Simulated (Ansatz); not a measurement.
SrO under changes of volume

One of the cells (16.901 Å³/atom); the others are scaled copies at fixed shape and fractional positions:

```
CELL_PARAMETERS angstrom
0.00000 2.56630 2.56630
2.56630 0.00000 2.56630
2.56630 2.56630 0.00000
ATOMIC_POSITIONS crystal
Sr 0.50000 0.50000 0.50000
O 0.00000 0.00000 0.00000
```

* Program: Ansatz 0.2.0
* Functional: RPBE
* Potentials or basis: Ansatz PAW
* Cutoff: 420 eV (not typed: the program's choice for these potentials)
* k mesh: 9 × 9 × 9
* Occupations: fermi-dirac, width 0.05 eV
* Spin: no spin polarisation

```csv
volume (Å³/atom),energy over the lowest point (meV/atom),pressure (GPa),gap on the mesh (eV)
15.887,?,?,?
16.225,59.06,11.0,3.46
16.563,38.50,8.6,3.48
16.901,22.77,6.4,3.49
17.239,11.36,4.4,3.49
17.577,3.88,2.7,3.50
17.915,0.00,1.1,3.50
```

**Question.** What does the run at 15.887 Å³/atom give?

**Answer.** Energy over the lowest point 85.00 meV/atom; pressure 13.7 GPa; gap on the mesh 3.45 eV.

Worked out: A Birch-Murnaghan fit of order 3 (a polynomial in V^(-2/3)) to the other rows has its minimum at 18.15 Å³/atom, just outside them, with B0 = V·E''(V) = 77 GPa and B' = 4.2. It gives 84.90 meV/atom at 15.887 Å³/atom, against the run's 85.00, and -dE/dV = 13.6 GPa, against 13.7. A parabola through the other rows of the gap, of slope 0.999 eV per unit of ln V there, extrapolates to 3.44 eV, against the run's 3.45.

Energies are extrapolated to zero smearing.

Caveats: odd divisions of the mesh miss points on the zone boundary, where band edges often lie, so the gap on the mesh can be too wide; the PAW data sets come from PBE, with cores solved anew for the run's functional, which leaves a small shift of forces and pressure.

A mesh can miss the band edges. Spin-orbit coupling on Sr is left out.
